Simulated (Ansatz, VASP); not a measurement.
One calculation of CdSe, two programs

```xyz
2
Lattice="0.0000 3.1087 3.1087 3.1087 0.0000 3.1087 2.8733 2.8733 0.2354" Properties=species:S:1:pos:R:3 pbc="T T T"
Cd    0.0000    0.0000    0.0000
Se    4.4865    4.4865    4.8396
```

Alike in both runs: task single point; functional PBEsol; k mesh 10 × 10 × 10; occupations gaussian, width 0.05 eV; no spin polarisation.

|  | VASP | Ansatz |
| --- | --- | --- |
| version | VASP 6.6.1 | Ansatz 0.2.0 |
| potentials or method | VASP PAW PBE potentials, release 64 (Cd, Se) | scalar-relativistic, plane waves, PAW |
| plane-wave cutoff (eV) | 520 | 420 |
| valence electrons in the cell | 18 | 36 |

Ansatz gave:

| Property | Result |
| --- | --- |
| gap on the k mesh at the Fermi level (eV) | 0.60 |
| least direct gap on the mesh (eV) | 0.61 |
| pressure (GPa) | 4.9 |
| largest component of the traceless stress (GPa) | 5.50 |
| rms of the force components (eV/Å) | 0.968 |

Q: Estimate VASP's values.

A: gap on the k mesh at the Fermi level (eV): 0.60; least direct gap on the mesh (eV): 0.62; pressure (GPa): 5.4; largest component of the traceless stress (GPa): 5.64; rms of the force components (eV/Å): 1.003.

Atom by atom the forces differ by 0.035 eV/Å (rms over components). The two sets of potentials don't hold the same shells in valence.

Caveats: the PAW data sets were made with another functional, which shifts forces and pressure a little (VASP). A k mesh can miss the band edges.
